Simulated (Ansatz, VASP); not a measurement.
**Rb: VASP beside Ansatz**

```
CELL_PARAMETERS angstrom
0.00000 3.59069 3.59069
3.59069 0.00000 3.59069
3.59069 3.59069 0.00000
ATOMIC_POSITIONS crystal
Rb 0.00000 0.00000 0.00000
```

Change from the starting cell: volume scaled by 0.96.

Alike in both runs: task single point; functional PBE; k mesh 6 × 6 × 6; occupations fermi-dirac, width 0.05 eV; no spin polarisation.

|  | VASP | Ansatz |
| --- | --- | --- |
| version | VASP 6.6.1 | Ansatz 0.2.0 |
| potentials or method | VASP PAW PBE potentials, release 64 (Rb_sv) | Ansatz PAW |
| plane-wave cutoff (eV) | 520 | 420 |
| valence electrons in the cell | 9 | 9 |

```csv
,VASP,Ansatz,Ansatz less VASP
gap on the k mesh at the Fermi level (eV),none,none,-
pressure (GPa),0.0,0.0,0.00
```

A gap of «none» marks a metal or a gap that the smearing closes.
